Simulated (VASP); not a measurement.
HPb: single point with PBE

HPb, a slab with vacuum:

```
H Pb
1.0
    -3.39509    0.00000    0.00000
    -0.22726    3.41521    0.00000
     0.00000    0.00000  -28.76042
H Pb
5 5
Direct
  0.99338 0.91378 0.95227
  0.92839 0.14219 0.85607
  0.09422 0.02256 0.75296
  0.10858 0.11995 0.62763
  0.89018 0.12389 0.50936
  0.53878 0.51883 0.91730
  0.52786 0.59648 0.79545
  0.51630 0.54899 0.67466
  0.48625 0.59968 0.56166
  0.47167 0.63052 0.44283
```

The cell was built by a generator and needn't be a form met in nature.

```
Program                : VASP 6.6.1
Task                   : single point
Functional             : PBE
Potentials or basis    : VASP PAW PBE potentials, release 64 (H, Pb_d)
Cutoff                 : 520 eV
k mesh                 : 4 × 4 × 1
Occupations            : fermi-dirac, width 0.05 eV
Spin                   : no spin polarisation
Dipole correction      : no
Further INCAR settings : ALGO = Fast; EDIFF = 1e-06; NBANDS = 48
```

```json
{"Largest force": "0.719 eV/Å", "Band gap on the k mesh": "none (metal or under the smearing width)"}
```

Forces on the atoms (eV/Å):
```
H    0.138  0.047  0.359
H    0.125  0.187 -0.068
H   -0.015 -0.019 -0.253
H   -0.122  0.085 -0.327
H    0.394  0.200 -0.054
Pb  -0.178 -0.199 -0.027
Pb   0.007 -0.029  0.065
Pb  -0.090 -0.128  0.303
Pb  -0.184 -0.101  0.688
Pb  -0.077 -0.043 -0.687
```

Levels at points of the mesh, in eV from the Fermi level:
| k point | band 33 | band 34 | band 35 | band 36 | band 37 | band 38 | band 39 | band 40 | band 41 | band 42 |
| --- | --- | --- | --- | --- | --- | --- | --- | --- | --- | --- |
| (0.00, 0.00, 0.00) | -2.51 | -1.37 | 0.02 | 0.69 | 2.36 | 2.73 | 2.91 | 3.37 | 3.52 | 3.77 |
| (0.50, 0.00, 0.00) | -4.67 | -3.93 | -2.40 | -1.95 | -1.66 | -0.62 | 0.21 | 0.99 | 1.72 | 2.23 |
| (0.00, 0.50, 0.00) | -4.60 | -4.01 | -2.38 | -1.79 | -1.67 | -0.70 | 0.06 | 0.75 | 1.60 | 2.31 |
| (0.50, 0.50, 0.00) | -2.58 | -2.36 | -2.33 | -1.71 | -1.68 | -1.14 | -0.90 | -0.84 | -0.69 | -0.53 |

Wall time 10 min on 1 thread of Intel(R) Xeon(R) Platinum 8375C CPU @ 2.90GHz (Ice Lake), with other jobs on the host, peak memory 0.47 GiB.

Caveat: the k mesh is coarse (spacing up to 0.46 Å⁻¹), so the values aren't converged. Spin-orbit coupling is left out, which matters for the levels of Pb.
